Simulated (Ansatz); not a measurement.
Crystal: SnTe.

```
Te Sn
1.0
     0.00000    3.15085    3.15085
     3.15085    0.00000    3.15085
     3.15085    3.15085    0.00000
Te Sn
1 1
Direct
  0.50000 0.50000 0.50000
  0.00000 0.00000 0.00000
```

```yaml
Program: Ansatz 0.2.0
Task: relaxation of cell and atoms
Functional: PBE
Potentials_or_basis: Ansatz PAW
Cutoff: "420 eV (not typed: the program's choice for these potentials)"
k_mesh: 7 × 7 × 7
Occupations: fermi-dirac, width 0.05 eV
Spin: no spin polarisation
```

At the start: volume 31.28 Å³/atom.

Problem. Where does the relaxation end?

Solution. It ends after 6 steps and the volume is 32.87 Å³/atom (+5.1 %); space group Fm-3m (No. 225, to 0.05 Å).

The path:
```tsv
step	energy change (eV)	largest force (eV/Å)	volume (Å³)
1	0.0000	0.0000	62.56
2	-0.0188	0.0000	66.71
3	-0.0206	0.0000	65.83
4	-0.0212	0.0000	65.83
5	-0.0212	0.0000	65.75
6	-0.0212	0.0000	65.75
```

Final structure:
```cif
data_structure
_symmetry_space_group_name_H-M 'P 1'
_symmetry_Int_Tables_number 1
_cell_length_a 4.5303
_cell_length_b 4.5303
_cell_length_c 4.5303
_cell_angle_alpha 60.000
_cell_angle_beta 60.000
_cell_angle_gamma 60.000
_cell_volume 65.75
loop_
_atom_site_label
_atom_site_type_symbol
_atom_site_fract_x
_atom_site_fract_y
_atom_site_fract_z
_atom_site_occupancy
Te1 Te 0.50000 0.50000 0.50000 1
Sn1 Sn 0.00000 0.00000 0.00000 1
```

Caveat: the plane-wave basis is chosen anew once the cell has moved, so the energies of steps on either side of that aren't comparable.
